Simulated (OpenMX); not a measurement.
MoS2:

```
Mo S
1.0
     3.16900    0.00000    0.00000
    -1.58450    2.74443    0.00000
     0.00000    0.00000   12.32400
Mo S
2 4
Direct
  0.66667 0.33333 0.75000
  0.33333 0.66667 0.25000
  0.66667 0.33333 0.37700
  0.33333 0.66667 0.87700
  0.66667 0.33333 0.12300
  0.33333 0.66667 0.62300
```

Base run:

- Program: OpenMX 3.8.5
- Functional: PBE
- Potentials or basis: OpenMX 2013 PBE set, Mo7.0-s3p2d2, S7.0-s2p2d1f1, grid cutoff 400 Ry
- k mesh: 11 × 11 × 3
- Occupations: fermi-dirac, width 0.05 eV
- Spin: no spin polarisation

Its results: band gap on the k mesh 0.89 eV, indirect (least direct gap 1.82 eV); pressure 4.7 GPa; largest force 0.376 eV/Å.

Task: The run is repeated on the same cell with these changes: functional from PBE to LDA; potentials or basis from OpenMX 2013 PBE set, Mo7.0-s3p2d2, S7.0-s2p2d1f1, grid cutoff 400 Ry to OpenMX 2013 LDA set, Mo7.0-s3p2d2, S7.0-s2p2d1f1, grid cutoff 400 Ry. What comes out?

Result: Band gap on the k mesh 0.82 eV, indirect (least direct gap 1.82 eV); pressure -3.1 GPa; largest force 0.047 eV/Å.

Caveats: the basis of atomic orbitals isn't converged, which shifts pressures, moduli and gaps; this functional lacks dispersion, which binds the layers, so the pressure and a relaxed spacing across them are unreliable (some runs).
